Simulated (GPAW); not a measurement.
Set up this calculation in GPAW 26.7.0, as an ASE script.

```yaml
Task: single point
Functional: PBE
Potentials_or_basis: GPAW PAW data sets (gpaw-data 1.2.1)
Cutoff: 800 eV
Basis: pw
k_mesh: 7 × 7 × 7
Occupations: gaussian, width 0.05 eV
Spin: collinear spin, ferromagnetic start
Starting_moments: "[4.0, 0.0] μB"
Hubbard_terms: Mn d U = 2 eV
Maxiter: 150
```

The structure of MnO lies in POSCAR:

```
MnO
1.0
    2.9694859094      0.0000000000      0.0000000000
   -1.4847429547      2.5716502337      0.0000000000
    0.0000000000      0.0000000000      2.8980711300
Mn O
1 1
Direct
    0.0000000000      0.0000000000      0.0000000000
    0.6666666667      0.3333333333      0.5000000000
```

Measurements of this composition are mostly on another form, of space group No. 225.

One way to write it, as run:

run.py

```python
from ase.dft.bandgap import bandgap
from ase.io import read, write
from ase.units import GPa
from gpaw import GPAW, PW

atoms = read('POSCAR')
atoms.set_initial_magnetic_moments([4.0, 0.0])

calc = GPAW(mode=PW(800),
            xc='PBE',
            kpts={'size': (7, 7, 7), 'gamma': True},
            occupations={'name': 'methfessel-paxton', 'order': 0, 'width': 0.05},
            setups={'Mn': ':d,2.0'},
            nbands=21,
            convergence={'density': 1e-05, 'energy': 1e-05},
            maxiter=150,
            txt='gpaw.txt')
atoms.calc = calc
energy = atoms.get_potential_energy()
forces = atoms.get_forces()
stress = atoms.get_stress()
calc.write('gs.gpw')
write('result.traj', atoms)
print(f'Energy: {energy:.6f} eV')
print('Forces (eV/A):')
print(forces.round(4))
print('Stress (GPa):', (stress / GPa).round(3))
print('Moments:', calc.get_magnetic_moments().round(3))
print('Fermi level:', round(calc.get_fermi_level(), 4), 'eV')
print(f'Gap: {bandgap(calc)[0]:.4f} eV, direct: {bandgap(calc, direct=True)[0]:.4f} eV')
```

Potentials or basis: GPAW PAW data sets (gpaw-data 1.2.1), pw.

Command:

```sh
$ OMP_NUM_THREADS=1 python run.py
```

It gave:

```
Pressure               : 6.5 GPa
Band gap on the k mesh : none (metal or under the smearing width)
Net moment             : 5.00 μB per cell
Site moments           : Mn +4.44; O +0.16 μB
```

Caveat: a cell with one magnetic atom can't hold antiferromagnetic order, which such compounds often take.

Wall time 23 s on 1 thread of Arm Neoverse V2, on a shared host, peak memory 0.17 GiB.
